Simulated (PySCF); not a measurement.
# NaF (Villiaumite) (Fm-3m) in PySCF: further runs

One crystal, NaF (Villiaumite), is run at these levels: PBE, PBE0; tasks: G0W0 quasiparticle levels.

Program: PySCF 2.14.0. These are calculated values, not measurements. Logs are shortened: lines on timing, memory, paths and dates and some standing lists are left out, and cuts for length are marked.

## 1. Starting point

Symmetry: Fm-3m, No. 225, cubic system. The conventional cell has a = 4.640 Å, b = 4.640 Å, c = 4.640 Å, α = 90.00°, β = 90.00°, γ = 90.00°. Na (site symmetry m-3m) has 6 F at 2.32 Å as nearest neighbours. Around F (site symmetry m-3m) lie 6 Na at 2.32 Å.

## 2. G0W0 quasiparticle levels, PBE

The input, run.py:

```python
import json
import numpy as np
from pyscf.pbc import gto, scf, dft, df

cell = gto.Cell()
cell.basis = 'pob-tzvp-rev2'
cell.fromfile('NaF.cif')
cell.exp_to_discard = 0.1
cell.precision = 1e-08
cell.max_memory = 5880  # MB
cell.verbose = 4
cell.build()

res = {}
kpts = cell.make_kpts([2, 2, 2])
mf = dft.KRKS(cell, kpts, xc='pbe')
mf = mf.density_fit()
mf.with_df._cderi_to_save = 'cderi.h5'
mf.with_df.build(j_only=False)
mf.conv_tol = 1e-08
mf.max_cycle = 60

mf.kernel()
res.update(converged=bool(mf.converged), e_tot=mf.e_tot, nelec=cell.nelectron, nao=cell.nao, mesh=list(map(int, cell.mesh)), a=cell.lattice_vectors().tolist(), coords=cell.atom_coords().tolist(),
           mo_energy=[np.real(x).tolist() for x in mf.mo_energy], mo_occ=[np.real(x).tolist() for x in mf.mo_occ])
import h5py
print('fit functions by k pair:', sorted({v['0'].shape[0] for v in h5py.File(mf.with_df._cderi)['j3c'].values()}))
res.update(kpts=cell.get_scaled_kpts(kpts).tolist())
res['parts'] = {k: float(np.real(v)) for k, v in mf.scf_summary.items() if np.isscalar(v)}
json.dump(res, open('results.json', 'w'))
if not mf.converged:
    raise SystemExit('SCF not converged')

print('levels (eV)')
for i, kp in enumerate(res['kpts'][:40]):
    print('k %7.4f %7.4f %7.4f  ' % tuple(kp), ' '.join('%.3f' % (x * 27.211386) for x in res['mo_energy'][i][:15]))

# Mulliken populations
dm, s = np.asarray(mf.make_rdm1()), np.asarray(mf.get_ovlp())
sites = cell.aoslice_by_atom()[:, 2:]
tot = np.einsum('kij,kji->i', dm, s).real / len(kpts)
res['mulliken'] = [cell.atom_charge(i) - tot[a0:a1].sum() for i, (a0, a1) in enumerate(sites)]
print('Mulliken charges', np.round(res['mulliken'], 5))

from pyscf.pbc.gw.krgw_ac import KRGWAC
gw = KRGWAC(mf, frozen=2)
gw.fc = True
orbs = list(range(7, 13))
gw.kernel(orbs=orbs)
res['orbs'] = orbs
res['qp'] = np.asarray(gw.mo_energy).real.tolist()
res['done'] = True
json.dump(res, open('results.json', 'w'))
```

The input, NaF.cif:

```cif
data_NaF
_cell_length_a 3.28097546
_cell_length_b 3.28097546
_cell_length_c 3.28097546
_cell_angle_alpha 60.00000000
_cell_angle_beta 60.00000000
_cell_angle_gamma 60.00000000
_space_group_name_H-M_alt 'P1'
_space_group_name_Hall 'P 1'
_space_group_IT_number 1
loop_
_space_group_symop_operation_xyz
'x,y,z'
loop_
_atom_site_label
_atom_site_type_symbol
_atom_site_symmetry_multiplicity
_atom_site_Wyckoff_symbol
_atom_site_fract_x
_atom_site_fract_y
_atom_site_fract_z
_atom_site_occupancy
Na1 Na 1 a 0.0000000000 0.0000000000 0.0000000000 1
F1 F 1 a 0.5000000000 0.5000000000 0.5000000000 1
```

Potentials or basis: pob-tzvp-rev2 (all-electron).

On the command line:

```sh
> OMP_NUM_THREADS=4 python -u run.py > log
```

Output:

```text
Discarded 0 diffused primitive functions, 0 contracted functions

******** <class 'pyscf.pbc.df.df.GDF'> ********
auxbasis = None
exp_to_discard = 0.1
len(kpts) = 8
ETB for Na: l = 0, exps = 0.24111098 * 2^n , n = 0..14
ETB for Na: l = 1, exps = 0.24122891115901096 * 2^n , n = 0..12
ETB for Na: l = 2, exps = 0.2413469 * 2^n , n = 0..10
ETB for Na: l = 3, exps = 0.3838833379296372 * 2^n , n = 0..5
ETB for Na: l = 4, exps = 0.6106 * 2^n , n = 0..0
ETB for F: l = 0, exps = 0.91954516 * 2^n , n = 0..13
ETB for F: l = 1, exps = 0.6039812488252448 * 2^n , n = 0..11
ETB for F: l = 2, exps = 0.39671064 * 2^n , n = 0..8
ETB for F: l = 3, exps = 0.9184264093648049 * 2^n , n = 0..4
ETB for F: l = 4, exps = 2.1262527 * 2^n , n = 0..0

WARN: Even tempered Gaussians are generated as DF auxbasis for  Na F

Drop 0 primitive fitting functions
make aux basis, num shells = 87, num cGTOs = 299
auxcell.rcut 13.499809401820134

******** <class 'pyscf.pbc.df.rsdf_builder._RSGDFBuilder'> ********
mesh = [7 7 7] (343 PWs)
ke_cutoff = 4.621346711807725
omega = 0.26649563160515716
exclude_d_aux = True
exclude_dd_block = True
j2c_eig_always = False
has_long_range = True

******** <class 'pyscf.pbc.dft.krks.KRKS'> ********
method = KRKS
initial guess = minao
damping factor = 0
level_shift factor = 0
DIIS = <class 'pyscf.scf.diis.CDIIS'>
diis_start_cycle = 1
diis_space = 8
diis_damp = 0
SCF conv_tol = 1e-08
SCF conv_tol_grad = None
SCF max_cycles = 60
direct_scf = True
direct_scf_tol = 1e-13

******** PBC SCF flags ********
N kpts = 8
Exchange divergence treatment (exxdiv) = ewald
    madelung (= occupied orbital energy shift) = 0.26144445348190787
    Total energy shift due to Ewald probe charge = -1/2 * Nelec*madelung = -2.61444453482
DF object = <pyscf.pbc.df.df.GDF object>
XC functionals = pbe
small_rho_cutoff = 0
radial grids:
    Treutler-Ahlrichs [JCP 102, 346 (1995); DOI:10.1063/1.469408] (M4) radial grids

becke partition: Becke, JCP 88, 2547 (1988); DOI:10.1063/1.454033
pruning grids: <function nwchem_prune>
grids dens level: 3
symmetrized grids: False
atomic radii adjust function: <function treutler_atomic_radii_adjust>
Set gradient conv threshold to 0.0001

******** <class 'pyscf.pbc.df.rsdf_builder._RSNucBuilder'> ********
mesh = [13 13 13] (2197 PWs)
ke_cutoff = 18.4853868472309
omega = 0.5399868174024676
exclude_d_aux = False
exclude_dd_block = True
j2c_eig_always = False
has_long_range = True
tot grids = 32488
cell vol = 168.535172  sum(weights) = 168.462448
nelec by numeric integration = 19.999616350728854
init E= -263.460847752907
  HOMO = -0.0425291379627  LUMO = 0.24348848219  gap/eV = 7.78294
nelec by numeric integration = 19.999927264362892
cycle= 1 E= -262.053684496071  delta_E= 1.41  |g|= 1.78  |ddm|= 18.9
  HOMO = 0.143232180754  LUMO = 0.274913425467  gap/eV = 3.58323
nelec by numeric integration = 19.999833811098156
cycle= 2 E= -261.9728666315  delta_E= 0.0808  |g|= 2.77  |ddm|= 1.92
  HOMO = 0.0156494519514  LUMO = 0.259198381215  gap/eV = 6.62730
nelec by numeric integration = 19.999915074782784
cycle= 3 E= -262.102440823064  delta_E= -0.13  |g|= 0.529  |ddm|= 1.27
  HOMO = 0.0372610304859  LUMO = 0.263740180341  gap/eV = 6.16281
nelec by numeric integration = 19.999904208236906
cycle= 4 E= -262.106787842864  delta_E= -0.00435  |g|= 0.0485  |ddm|= 0.251
  HOMO = 0.0351396282945  LUMO = 0.263539050954  gap/eV = 6.21506
nelec by numeric integration = 19.999905392251723
cycle= 5 E= -262.106827156345  delta_E= -3.93e-05  |g|= 0.00108  |ddm|= 0.0231
  HOMO = 0.0350692105267  LUMO = 0.263543824279  gap/eV = 6.21711
nelec by numeric integration = 19.999905439667536
cycle= 6 E= -262.106827178695  delta_E= -2.23e-08  |g|= 6.64e-05  |ddm|= 0.00102
  HOMO = 0.0350733687773  LUMO = 0.263545803442  gap/eV = 6.21705
nelec by numeric integration = 19.9999054388752
cycle= 7 E= -262.106827178776  delta_E= -8.05e-11  |g|= 1.38e-06  |ddm|= 3.46e-05
  HOMO = 0.0350735190197  LUMO = 0.263545876079  gap/eV = 6.21705
nelec by numeric integration = 19.99990543884347
Extra cycle  E= -262.106827178776  delta_E= -3.41e-13  |g|= 1.94e-06  |ddm|= 1.51e-06
converged SCF energy = -262.106827178776
fit functions by k pair: [299]
levels (eV)
k  0.0000  0.0000  0.0000   -1022.179 -648.906 -46.192 -18.279 -18.279 -18.279 -18.116 0.954 0.954 0.954 7.171 22.608 22.609 22.609 26.205
k  0.0000  0.0000  0.5000   -1022.180 -648.905 -46.179 -18.964 -18.291 -18.291 -17.279 -0.652 0.706 0.706 11.867 13.674 21.203 21.203 24.671
k  0.0000  0.5000  0.0000   -1022.180 -648.905 -46.179 -18.964 -18.291 -18.291 -17.279 -0.652 0.706 0.706 11.866 13.674 21.203 21.205 24.671
k  0.0000  0.5000  0.5000   -1022.180 -648.906 -46.175 -18.415 -18.331 -18.331 -17.862 -0.348 0.540 0.540 14.010 14.513 17.697 20.609 20.610
k  0.5000  0.0000  0.0000   -1022.180 -648.905 -46.179 -18.964 -18.291 -18.291 -17.279 -0.652 0.706 0.706 11.867 13.674 21.202 21.204 24.670
k  0.5000  0.0000  0.5000   -1022.180 -648.906 -46.175 -18.415 -18.331 -18.331 -17.862 -0.348 0.540 0.540 14.011 14.512 17.697 20.610 20.612
k  0.5000  0.5000  0.0000   -1022.180 -648.906 -46.175 -18.415 -18.331 -18.331 -17.862 -0.348 0.540 0.540 14.011 14.512 17.696 20.610 20.612
k  0.5000  0.5000  0.5000   -1022.180 -648.905 -46.179 -18.964 -18.291 -18.291 -17.279 -0.652 0.706 0.706 11.867 13.674 21.202 21.204 24.670
Mulliken charges [ 0.9732 -0.9732]

******** <class 'pyscf.pbc.gw.krgw_ac.KRGWAC'> ********
method = KRGWAC
GW nocc = 8, nvir = 27, nkpts = 8
frozen orbitals = 2
orbital list = [7, 8, 9, 10, 11, 12]
off-diagonal self-energy = False
GW density matrix = False
density-fitting for exchange = False
outcore for self-energy= False
finite size corrections = True
grids for finite size corrections = False
broadening parameter = 5.000e-03
number of grids = 100
analytic continuation method = pade
imaginary frequency cutoff = 5.0
Pade points = 18
Pade step ratio = 0.667
use perturbative linearized QP eqn = False
QPE max iter = 100
QPE tolerance = 1.0e-06

WARN: GW QP energies may not be sorted from min to max
```

Run time: 2.3 min. Hardware: 4 threads of Arm Neoverse V2, shared host; peak memory 0.83 GiB.

What came out:

```yaml
Free_energy: -7132.2901 eV
Band_gap_on_the_k_mesh_mean-field_level: 6.22 eV, direct
Mulliken_charges: Na +0.97; F -0.97 e
Quasiparticle_gap: 10.57 eV
Least_direct_quasiparticle_gap: 10.57 eV
```

Levels at points of the mesh, in eV from the valence-band top:
```tsv
k point	band 7	band 8	band 9	band 10	band 11	band 12	band 13	band 14
(0.00, 0.00, 0.00)	-19.07	0.00	0.00	0.00	6.22	21.65	21.65	21.65
(0.00, 0.00, 0.50)	-18.23	-1.61	-0.25	-0.25	10.91	12.72	20.25	20.25
(0.00, 0.50, 0.00)	-18.23	-1.61	-0.25	-0.25	10.91	12.72	20.25	20.25
(0.00, 0.50, 0.50)	-18.82	-1.30	-0.41	-0.41	13.06	13.56	16.74	19.66
(0.50, 0.00, 0.00)	-18.23	-1.61	-0.25	-0.25	10.91	12.72	20.25	20.25
(0.50, 0.00, 0.50)	-18.82	-1.30	-0.41	-0.41	13.06	13.56	16.74	19.66
(0.50, 0.50, 0.00)	-18.82	-1.30	-0.41	-0.41	13.06	13.56	16.74	19.66
(0.50, 0.50, 0.50)	-18.23	-1.61	-0.25	-0.25	10.91	12.72	20.25	20.25
```

Caveat: the k mesh is coarse (spacing up to 1.17 Å⁻¹), so the values aren't converged; mesh and basis are far too small for converged many-body values: gaps can be off by tenths of an eV to over 1 eV, and much correlation energy is missing; Mulliken charges move with the basis; the default atom-centred grid shifts energies of crystals by up to some 10 meV an atom and pressures by some 0.5 GPa; total energy, band gap and charges are those of the mean-field reference; the basis of atomic orbitals isn't converged, which shifts pressures, moduli and gaps.

## 3. G0W0 quasiparticle levels, PBE0

run.py, as its differences from that of step 2:

```diff
@@ -15,6 +15,5 @@
 kpts = cell.make_kpts([2, 2, 2])
-mf = dft.KRKS(cell, kpts, xc='pbe')
+mf = dft.KRKS(cell, kpts, xc='pbe0', exxdiv='ewald')
 mf = mf.density_fit()
-mf.with_df._cderi_to_save = 'cderi.h5'
-mf.with_df.build(j_only=False)
+mf.with_df._cderi = 'cderi.h5'  # three-centre integrals saved by an earlier run on this cell, basis and mesh
 mf.conv_tol = 1e-08
```

NaF.cif is that of step 2.

Potentials or basis: pob-tzvp-rev2 (all-electron).

On the command line:

```sh
> OMP_NUM_THREADS=4 python -u run.py > log
```

Output:

```text
Discarded 0 diffused primitive functions, 0 contracted functions

******** <class 'pyscf.pbc.dft.krks.KRKS'> ********
method = KRKS
initial guess = minao
damping factor = 0
level_shift factor = 0
DIIS = <class 'pyscf.scf.diis.CDIIS'>
diis_start_cycle = 1
diis_space = 8
diis_damp = 0
SCF conv_tol = 1e-08
SCF conv_tol_grad = None
SCF max_cycles = 60
direct_scf = True
direct_scf_tol = 1e-13

******** PBC SCF flags ********
N kpts = 8
Exchange divergence treatment (exxdiv) = ewald
    madelung (= occupied orbital energy shift) = 0.26144445348190787
    Total energy shift due to Ewald probe charge = -1/2 * Nelec*madelung = -2.61444453482
DF object = <pyscf.pbc.df.df.GDF object>
XC functionals = pbe0
small_rho_cutoff = 0
radial grids:
    Treutler-Ahlrichs [JCP 102, 346 (1995); DOI:10.1063/1.469408] (M4) radial grids

becke partition: Becke, JCP 88, 2547 (1988); DOI:10.1063/1.454033
pruning grids: <function nwchem_prune>
grids dens level: 3
symmetrized grids: False
atomic radii adjust function: <function treutler_atomic_radii_adjust>
Set gradient conv threshold to 0.0001

******** <class 'pyscf.pbc.df.rsdf_builder._RSNucBuilder'> ********
mesh = [13 13 13] (2197 PWs)
ke_cutoff = 18.4853868472309
omega = 0.5399868174024676
exclude_d_aux = False
exclude_dd_block = True
j2c_eig_always = False
has_long_range = True
tot grids = 32488
cell vol = 168.535172  sum(weights) = 168.462448
nelec by numeric integration = 19.999616350728854
init E= -263.485971031707
  HOMO = -0.106811261335  LUMO = 0.216321741548  gap/eV = 8.79290
nelec by numeric integration = 19.999932013739237
cycle= 1 E= -262.086047429873  delta_E=  1.4  |g|= 1.54  |ddm|= 18.9
  HOMO = 0.0503992771852  LUMO = 0.306858070377  gap/eV = 6.97860
nelec by numeric integration = 19.99987477973668
cycle= 2 E= -262.065895659329  delta_E= 0.0202  |g|=  1.9  |ddm|= 1.49
  HOMO = -0.0565767431234  LUMO = 0.293789442477  gap/eV = 9.53395
nelec by numeric integration = 19.99991952608709
cycle= 3 E= -262.12606244758  delta_E= -0.0602  |g|= 0.27  |ddm|= 0.824
  HOMO = -0.0441002573634  LUMO = 0.296652520851  gap/eV = 9.27236
nelec by numeric integration = 19.999915176706207
cycle= 4 E= -262.127121157485  delta_E= -0.00106  |g|= 0.0354  |ddm|= 0.137
  HOMO = -0.0464237060646  LUMO = 0.296518858931  gap/eV = 9.33194
nelec by numeric integration = 19.99991612329489
cycle= 5 E= -262.127142304919  delta_E= -2.11e-05  |g|= 0.000461  |ddm|= 0.0185
  HOMO = -0.0464304350391  LUMO = 0.296557526594  gap/eV = 9.33318
nelec by numeric integration = 19.999916168793746
cycle= 6 E= -262.127142310973  delta_E= -6.05e-09  |g|= 0.000117  |ddm|= 0.00149
  HOMO = -0.0464207317358  LUMO = 0.296561801136  gap/eV = 9.33303
nelec by numeric integration = 19.999916169667134
cycle= 7 E= -262.127142311209  delta_E= -2.37e-10  |g|= 9.24e-07  |ddm|= 9.24e-05
  HOMO = -0.0464206864681  LUMO = 0.29656185716  gap/eV = 9.33303
nelec by numeric integration = 19.999916169725097
Extra cycle  E= -262.127142311209  delta_E= -1.14e-13  |g|= 6.58e-07  |ddm|= 2.3e-06
converged SCF energy = -262.127142311209
fit functions by k pair: [299]
levels (eV)
k  0.0000  0.0000  0.0000   -1039.478 -662.998 -51.430 -21.841 -21.793 -21.793 -21.793 -1.263 -1.263 -1.263 8.070 23.680 23.680 23.681 27.445
k  0.0000  0.0000  0.5000   -1039.479 -662.997 -51.418 -22.578 -21.803 -21.803 -20.892 -2.854 -1.520 -1.520 12.823 14.765 22.348 22.349 26.006
k  0.0000  0.5000  0.0000   -1039.479 -662.997 -51.418 -22.578 -21.803 -21.803 -20.892 -2.854 -1.520 -1.520 12.822 14.765 22.348 22.350 26.005
k  0.0000  0.5000  0.5000   -1039.479 -662.998 -51.414 -21.921 -21.842 -21.842 -21.581 -2.568 -1.686 -1.686 15.016 15.615 18.673 21.906 21.907
k  0.5000  0.0000  0.0000   -1039.479 -662.997 -51.418 -22.578 -21.803 -21.803 -20.892 -2.854 -1.520 -1.520 12.822 14.766 22.347 22.349 26.006
k  0.5000  0.0000  0.5000   -1039.479 -662.998 -51.414 -21.921 -21.842 -21.842 -21.581 -2.568 -1.686 -1.686 15.016 15.615 18.673 21.907 21.907
k  0.5000  0.5000  0.0000   -1039.479 -662.998 -51.414 -21.921 -21.842 -21.842 -21.581 -2.568 -1.686 -1.686 15.016 15.615 18.673 21.907 21.907
k  0.5000  0.5000  0.5000   -1039.479 -662.997 -51.418 -22.578 -21.803 -21.803 -20.892 -2.854 -1.520 -1.520 12.822 14.766 22.348 22.349 26.005
Mulliken charges [ 0.99956 -0.99956]

******** <class 'pyscf.pbc.gw.krgw_ac.KRGWAC'> ********
method = KRGWAC
GW nocc = 8, nvir = 27, nkpts = 8
frozen orbitals = 2
orbital list = [7, 8, 9, 10, 11, 12]
off-diagonal self-energy = False
GW density matrix = False
density-fitting for exchange = False
outcore for self-energy= False
finite size corrections = True
grids for finite size corrections = False
broadening parameter = 5.000e-03
number of grids = 100
analytic continuation method = pade
imaginary frequency cutoff = 5.0
Pade points = 18
Pade step ratio = 0.667
use perturbative linearized QP eqn = False
QPE max iter = 100
QPE tolerance = 1.0e-06

WARN: GW QP energies may not be sorted from min to max
```

Wall time 2.2 min (4 threads of Arm Neoverse V2, shared host); peak memory 0.79 GiB.

Results:

* Free energy: -7132.8429 eV
* Band gap on the k mesh, mean-field level: 9.33 eV, direct
* Mulliken charges: Na +1.00; F -1.00 e
* Quasiparticle gap: 12.47 eV
* Least direct quasiparticle gap: 12.47 eV

Levels at points of the mesh, in eV from the valence-band top:
| k point | band 7 | band 8 | band 9 | band 10 | band 11 | band 12 | band 13 | band 14 |
| --- | --- | --- | --- | --- | --- | --- | --- | --- |
| (0.00, 0.00, 0.00) | -20.53 | 0.00 | 0.00 | 0.00 | 9.33 | 24.94 | 24.94 | 24.94 |
| (0.00, 0.00, 0.50) | -19.63 | -1.59 | -0.26 | -0.26 | 14.09 | 16.03 | 23.61 | 23.61 |
| (0.00, 0.50, 0.00) | -19.63 | -1.59 | -0.26 | -0.26 | 14.08 | 16.03 | 23.61 | 23.61 |
| (0.00, 0.50, 0.50) | -20.32 | -1.30 | -0.42 | -0.42 | 16.28 | 16.88 | 19.94 | 23.17 |
| (0.50, 0.00, 0.00) | -19.63 | -1.59 | -0.26 | -0.26 | 14.08 | 16.03 | 23.61 | 23.61 |
| (0.50, 0.00, 0.50) | -20.32 | -1.30 | -0.42 | -0.42 | 16.28 | 16.88 | 19.94 | 23.17 |
| (0.50, 0.50, 0.00) | -20.32 | -1.30 | -0.42 | -0.42 | 16.28 | 16.88 | 19.94 | 23.17 |
| (0.50, 0.50, 0.50) | -19.63 | -1.59 | -0.26 | -0.26 | 14.09 | 16.03 | 23.61 | 23.61 |

Caveat: the k mesh is coarse (spacing up to 1.17 Å⁻¹), so the values aren't converged, least of all with exact exchange; on so small a mesh gaps with full-range exact exchange can be off by tenths of an eV to over 1 eV; mesh and basis are far too small for converged many-body values: gaps can be off by tenths of an eV to over 1 eV, and much correlation energy is missing; Mulliken charges move with the basis; the default atom-centred grid shifts energies of crystals by up to some 10 meV an atom and pressures by some 0.5 GPa; total energy, band gap and charges are those of the mean-field reference; the basis of atomic orbitals isn't converged, which shifts pressures, moduli and gaps.
